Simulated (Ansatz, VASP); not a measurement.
**CdS: VASP beside Ansatz**

```
Cd S
1.0
     0.00000    2.66045    2.66045
     2.66045    0.00000    2.66045
     2.66045    2.66045    0.00000
Cd S
1 1
Direct
  0.00000 0.00000 0.00000
  0.50000 0.50000 0.50000
```

Alike in both runs: functional LDA; k mesh 16 × 16 × 16; occupations fermi-dirac, width 0.08 eV; no spin polarisation.

Ansatz relaxed the structure, and its values are those at the end. VASP's run is a single point on that final structure, the one shown.

|  | VASP | Ansatz |
| --- | --- | --- |
| version | VASP 6.6.1 | Ansatz 0.2.0 |
| potentials or method | VASP PAW LDA potentials, release 64 (Cd, S) | PAW with Ansatz's default frozen-core files, scalar-relativistic |
| plane-wave cutoff (eV) | 520 | 420 |
| valence electrons in the cell | 18 | 26 |

Ansatz gave:

| Property | Result |
| --- | --- |
| pressure (GPa) | 1.0 |

Which values does VASP return?

Pressure (GPa): 1.8.

The two sets of potentials don't hold the same shells in valence.
